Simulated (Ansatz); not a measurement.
# PtSb2 (CdI2 type): other levels of theory at one geometry

Aim: keep the cell of PtSb2 (CdI2 type) fixed and change the level of theory, to see how the gap and the pressure move. The cell was built by placing the elements on the sites of a structure type; the runs don't test whether it is the stable form.

Method: DFT at several levels, plane waves, PAW, in Ansatz 0.2.0.

1 further run of the same task is left out (set aside as unsound or not needed). Runs told in other sessions of the task aren't counted.

## (1) Starting point

The structure is trigonal, space group P-3m1 (No. 164). The conventional cell has a = 4.060 Å, b = 4.060 Å, c = 5.226 Å, α = 90.00°, β = 90.00°, γ = 120.00°. Pt (site symmetry -3m) is surrounded by 6 Sb at 2.71 Å. Sb (site symmetry 3m) has 3 Pt at 2.71 Å in its first shell of neighbours.

As a file:

```xyz
3
Lattice="4.0600 0.0000 0.0000 -2.0300 3.5161 0.0000 0.0000 0.0000 5.2259" Properties=species:S:1:pos:R:3 pbc="T T T"
Pt    0.0000    0.0000    0.0000
Sb    0.0000    2.3440    1.3504
Sb    2.0300    1.1720    3.8755
```

This cell comes from an earlier session at PBE: 24.867 Å³/atom at 0.00 GPa, on a 10×10×6 mesh, no gap.

Levels to run: PBE+SOC; r²SCAN; PBEsol; LDA; HSE06. Hardware: 2 threads of Arm Neoverse V2, shared host.

## (2) PBE+SOC

Input file input.yaml:

```yaml
crystal:
  lattice:
    - [4.0599872515, 0.0, 0.0]
    - [-2.0299936257, 3.5160520988, 0.0]
    - [0.0, 0.0, 5.2259058719]
  atoms:
    - { symbol: Pt, position: [0.0, 0.0, 0.0] }
    - { symbol: Sb, position: [0.3333333333, 0.6666666667, 0.2584105895] }
    - { symbol: Sb, position: [0.6666666667, 0.3333333333, 0.7415894105] }
basis:
  ecutwfc: 420
  ecutrho_ratio: 4
kpoints:
  mp_grid: { grid: [10, 10, 6] }
hamiltonian:
  xc: pbe
scf:
  occupations: { method: gaussian, width: 0.05 }
output:
  forces: true
  stress: true
  eigenvalues: true
  populations: true
  dos: { projected: true, de: 0.02 }
  write_density: true
  write_potential: true
  elf: true
  volumetric_format: npy
magnetization:
  noncollinear: true
  spin_orbit: true
```

The run is started by

```console
> ansatz run input.yaml --threads 2 --pin off --max-ram 2662MiB --backend cpu --events-out ev --progress --plain --runs-dir out
```

Further steps of the session: r²SCAN; PBEsol; LDA; HSE06.

**Question.** What will these runs give? Wanted: for each run, pressure.

**Answer**, as computed:

| level | mesh | gap on the mesh (eV) | pressure (GPa) | time |
| --- | --- | --- | --- | --- |
| PBE | 10×10×6 | metal | 0.0 | 31 s* |
| LDA | 10×10×6 | metal | -6.1 | 4.4 s |
| PBEsol | 10×10×6 | metal | -4.1 | 4.5 s |
| PBE+SOC | 10×10×6 | metal | -0.1 | 41 s* |
| r²SCAN | 10×10×6 | metal | -2.3 | 13 s |
| HSE06 | 6×6×4 | metal | -3.6 | 48 s |

Times are on 2 threads of Arm Neoverse V2, shared host. * Includes bands or densities of states.

The pressure runs from -6.1 GPa (LDA) to 0.0 GPa (PBE); a negative pressure means that level wants a smaller cell, a positive one a larger cell. Every level gives a metal. Total energies of different levels have different zeros and can't be compared. Hybrids use a coarser mesh.
